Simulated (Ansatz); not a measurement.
## Tetradymite Sb₂Te₃

Level of theory: rVV10 in Ansatz (plane waves, PAW).

Run with plane-wave cutoff 500 eV, 10×10×10 k mesh, Fermi–Dirac smearing 0.05 eV, scalar-relativistic PAW data made under PBE.

Cell: relaxed at this level.

```
Property                   Result
------------------  -------------
volume per atom     34.16 Å³/atom
lattice constant a        4.393 Å
c axis length            30.657 Å
```

Measured, for comparison: lattice constant a 4.264 Å (302 K, no zero-point or thermal correction, our sources range from 4.256 to 4.264; as tabulated in Anderson, Krause, Acta Cryst. B 30, 1307 (1974), by the American Mineralogist …); lattice parameter c 30.458 Å (302 K, no zero-point or thermal correction, our sources range from 30.363 to 30.458; as tabulated in Anderson, Krause, Acta Cryst. B 30, 1307 (1974), by the American Mineralogist …). Computed (rounded) less measured: lattice constant a +3.0 % (+3.0 % to +3.2 % over the range), lattice parameter c +0.7 % (+0.7 % to +1.0 % over the range).

Spin–orbit coupling is not included.

Static lattice: no zero-point or thermal effects.

Computing time: roughly 6 core-minutes.

Ansatz is a first-principles code.
